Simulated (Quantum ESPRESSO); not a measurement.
# TePt (R-3m) in Quantum ESPRESSO: equation of state, part 2 of 2

Quantum ESPRESSO 7.5.

## Step 3: Single point, PBEsol, 21.75 Å³/atom

pw.in reads:

```
&CONTROL
  calculation = 'scf'
  prefix = 'pwscf'
  outdir = './tmp'
  pseudo_dir = './pseudo'
  tprnfor = .true.
  tstress = .true.
  disk_io = 'nowf'
/
&SYSTEM
  ibrav = 0
  nat = 4
  ntyp = 2
  ecutwfc = 45
  ecutrho = 360
  nbnd = 31
  occupations = 'smearing'
  smearing = 'fd'
  degauss = 0.00367493
/
&ELECTRONS
  conv_thr = 8d-10
  electron_maxstep = 120
  mixing_beta = 0.5
/
ATOMIC_SPECIES
Pt   195.0840 pt_pbesol_v1.4.uspp.F.UPF
Te   127.6000 te_pbesol_v1.uspp.F.UPF
CELL_PARAMETERS angstrom
   1.9547849226    1.1285956013    6.5710084772
  -1.9547849226    1.1285956013    6.5710084772
   0.0000000000   -2.2571912026    6.5710084772
ATOMIC_POSITIONS crystal
Pt     0.1296666667    0.1296666667    0.1296666667
Pt     0.8703333333    0.8703333333    0.8703333333
Te     0.4020000000    0.4020000000    0.4020000000
Te     0.5980000000    0.5980000000    0.5980000000
K_POINTS automatic
8 8 8 0 0 0
```

Potentials or basis: GBRV 1.5 PBEsol.

Command:

```bash
OMP_NUM_THREADS=1 mpirun -n 2 pw.x -nk 2 -in pw.in > pw.out
```

Run time: 2.1 min. Hardware: 2 MPI ranks of Arm Neoverse V2, shared host; peak memory 0.5 GiB.

It converged, with:

- Free energy: -6449.8133 eV
- Pressure: 7.1 GPa
- Largest force: 0.930 eV/Å
- Band gap on the k mesh: none (metal or under the smearing width)

## Step 4: Single point, PBEsol, 22.20 Å³/atom

pw.in, as its differences from that of step 3:

```diff
@@ -29,5 +29,5 @@
 CELL_PARAMETERS angstrom
-   1.9547849226    1.1285956013    6.5710084772
-  -1.9547849226    1.1285956013    6.5710084772
-   0.0000000000   -2.2571912026    6.5710084772
+   1.9682666240    1.1363792652    6.6163272091
+  -1.9682666240    1.1363792652    6.6163272091
+   0.0000000000   -2.2727585304    6.6163272091
 ATOMIC_POSITIONS crystal
```

Command:

```bash
OMP_NUM_THREADS=1 mpirun -n 2 pw.x -nk 2 -in pw.in > pw.out
```

Run time: 2.1 min. Hardware: 2 MPI ranks of Arm Neoverse V2, shared host; peak memory 0.5 GiB.

It converged, with:

```
Free energy            : -6449.8768 eV
Pressure               : 3.8 GPa
Largest force          : 0.621 eV/Å
Band gap on the k mesh : none (metal or under the smearing width)
```

## Step 5: Single point, PBEsol, 22.65 Å³/atom

pw.in, as its differences from that of step 4:

```diff
@@ -29,5 +29,5 @@
 CELL_PARAMETERS angstrom
-   1.9682666240    1.1363792652    6.6163272091
-  -1.9682666240    1.1363792652    6.6163272091
-   0.0000000000   -2.2727585304    6.6163272091
+   1.9815661262    1.1440577364    6.6610334788
+  -1.9815661262    1.1440577364    6.6610334788
+   0.0000000000   -2.2881154728    6.6610334788
 ATOMIC_POSITIONS crystal
```

Potentials or basis: GBRV 1.5 PBEsol.

Command:

```bash
OMP_NUM_THREADS=1 mpirun -n 2 pw.x -nk 2 -in pw.in > pw.out
```

pw.out:

```text
This program is part of the open-source Quantum ESPRESSO suite
     for quantum simulation of materials; please cite
         "P. Giannozzi et al., J. Phys.:Condens. Matter 21 395502 (2009);
         "P. Giannozzi et al., J. Phys.:Condens. Matter 29 465901 (2017);
         "P. Giannozzi et al., J. Chem. Phys. 152 154105 (2020);
     in publications or presentations arising from this work. More details at

     Message from routine setup:
     using ibrav=0 with symmetry is DISCOURAGED, use correct ibrav instead

     K-points division:     npool     =       2
     Subspace diagonalization in iterative solution of the eigenvalue problem:
     a serial algorithm will be used

     G-vector sticks info
     --------------------
     sticks:   dense  smooth     PW     G-vecs:    dense   smooth      PW
     Sum        2743    1373    427                70571    24863    4411
[... 702 lines left out ...]
     6.6107   6.6107   6.6366   7.2146   7.2146   7.2473   9.0728   9.0728
    10.1484  10.1484  10.4139  10.5126  13.3433  13.3433  14.0445  14.0445
    15.6212  16.6139  16.8202  18.8657  18.8658  20.4154  20.4154

     the Fermi energy is    12.1103 ev

!    total energy              =    -474.05927449 Ry
     estimated scf accuracy    <          6.6E-10 Ry
     smearing contrib. (-TS)   =      -0.00126518 Ry
     internal energy E=F+TS    =    -474.05800931 Ry

     The total energy is F=E-TS. E is the sum of the following terms:
     one-electron contribution =    -220.20638998 Ry
     hartree contribution      =     135.20338769 Ry
     xc contribution           =    -142.15959547 Ry
     ewald contribution        =    -246.89541154 Ry

     convergence has been achieved in  11 iterations

     negative rho (up, down):  3.454E-01 0.000E+00

     Forces acting on atoms (cartesian axes, Ry/au):

     atom    1 type  1   force =     0.00000000   -0.00000000    0.01723824
     atom    2 type  1   force =    -0.00000000   -0.00000000   -0.01723824
     atom    3 type  2   force =     0.00000000   -0.00000000   -0.01325727
     atom    4 type  2   force =     0.00000000    0.00000000    0.01325727

     Total force =     0.030754     Total SCF correction =     0.000051

     Computing stress (Cartesian axis) and pressure

     negative rho (up, down):  3.454E-01 0.000E+00
          total   stress  (Ry/bohr**3)                   (kbar)     P=        8.50
   0.00008504  -0.00000000  -0.00000000           12.51       -0.00       -0.00
   0.00000000   0.00008504   0.00000000            0.00       12.51        0.00
  -0.00000000  -0.00000000   0.00000317           -0.00       -0.00        0.47

=------------------------------------------------------------------------------=
   JOB DONE.
=------------------------------------------------------------------------------=
```

It took 2.1 min on 2 MPI ranks of Arm Neoverse V2, shared host; peak memory 0.5 GiB.

Results:

* Free energy: -6449.9050 eV
* Pressure: 0.8 GPa
* Largest force: 0.443 eV/Å
* Band gap on the k mesh: none (metal or under the smearing width)

## Step 6: Single point, PBEsol, 23.10 Å³/atom

pw.in, as its differences from that of step 5:

```diff
@@ -29,5 +29,5 @@
 CELL_PARAMETERS angstrom
-   1.9815661262    1.1440577364    6.6610334788
-  -1.9815661262    1.1440577364    6.6610334788
-   0.0000000000   -2.2881154728    6.6610334788
+   1.9946894631    1.1516344985    6.7051475689
+  -1.9946894631    1.1516344985    6.7051475689
+   0.0000000000   -2.3032689970    6.7051475689
 ATOMIC_POSITIONS crystal
```

Potentials or basis: GBRV 1.5 PBEsol.

Command:

```bash
OMP_NUM_THREADS=1 mpirun -n 2 pw.x -nk 2 -in pw.in > pw.out
```

It took 2.4 min on 2 MPI ranks of Arm Neoverse V2, shared host; peak memory 0.52 GiB.

The run converged. Its results:

* Free energy: -6449.9021 eV
* Pressure: -1.7 GPa
* Largest force: 0.411 eV/Å
* Band gap on the k mesh: none (metal or under the smearing width)

## Step 7: Single point, PBEsol, 23.56 Å³/atom

pw.in, as its differences from that of step 6:

```diff
@@ -29,5 +29,5 @@
 CELL_PARAMETERS angstrom
-   1.9946894631    1.1516344985    6.7051475689
-  -1.9946894631    1.1516344985    6.7051475689
-   0.0000000000   -2.3032689970    6.7051475689
+   2.0076423551    1.1591128541    6.7486887082
+  -2.0076423551    1.1591128541    6.7486887082
+   0.0000000000   -2.3182257083    6.7486887082
 ATOMIC_POSITIONS crystal
```

Command:

```bash
OMP_NUM_THREADS=1 mpirun -n 2 pw.x -nk 2 -in pw.in > pw.out
```

It took 2.4 min on 2 MPI ranks of Arm Neoverse V2, shared host; peak memory 0.52 GiB.

It converged, with:

```
Free energy            : -6449.8715 eV
Pressure               : -4.0 GPa
Largest force          : 0.380 eV/Å
Band gap on the k mesh : none (metal or under the smearing width)
```

## Step 8: Single point, PBEsol, 24.01 Å³/atom

pw.in, as its differences from that of step 7:

```diff
@@ -29,5 +29,5 @@
 CELL_PARAMETERS angstrom
-   2.0076423551    1.1591128541    6.7486887082
-  -2.0076423551    1.1591128541    6.7486887082
-   0.0000000000   -2.3182257083    6.7486887082
+   2.0204302308    1.1664959376    6.7916751456
+  -2.0204302308    1.1664959376    6.7916751456
+   0.0000000000   -2.3329918752    6.7916751456
 ATOMIC_POSITIONS crystal
```

Command:

```bash
OMP_NUM_THREADS=1 mpirun -n 2 pw.x -nk 2 -in pw.in > pw.out
```

It took 2.2 min on 2 MPI ranks of Arm Neoverse V2, shared host; peak memory 0.52 GiB.

Results (log left out):

* Free energy: -6449.8166 eV
* Pressure: -6.0 GPa
* Largest force: 0.359 eV/Å
* Band gap on the k mesh: none (metal or under the smearing width)

## Step 9: Equation of state, PBEsol

Potentials or basis: GBRV 1.5 PBEsol.

No new run: the results of the series are fitted here.

Results:

```
Equilibrium volume                        : 22.83 Å³/atom
Bulk modulus at fixed shape and positions : 132 GPa
Pressure derivative of the bulk modulus   : 5.2
```

Energy against volume, from the lowest point:
| volume (Å³/atom) | energy (meV/atom) |
| --- | --- |
| 21.292 | 48.73 |
| 21.745 | 22.92 |
| 22.198 | 7.05 |
| 22.651 | 0.00 |
| 23.104 | 0.73 |
| 23.557 | 8.38 |
| 24.010 | 22.11 |

Caveat: the cell was scaled at fixed shape and fractional positions, which overstates the stiffness of a crystal with free parameters, most of all of layers and chains.
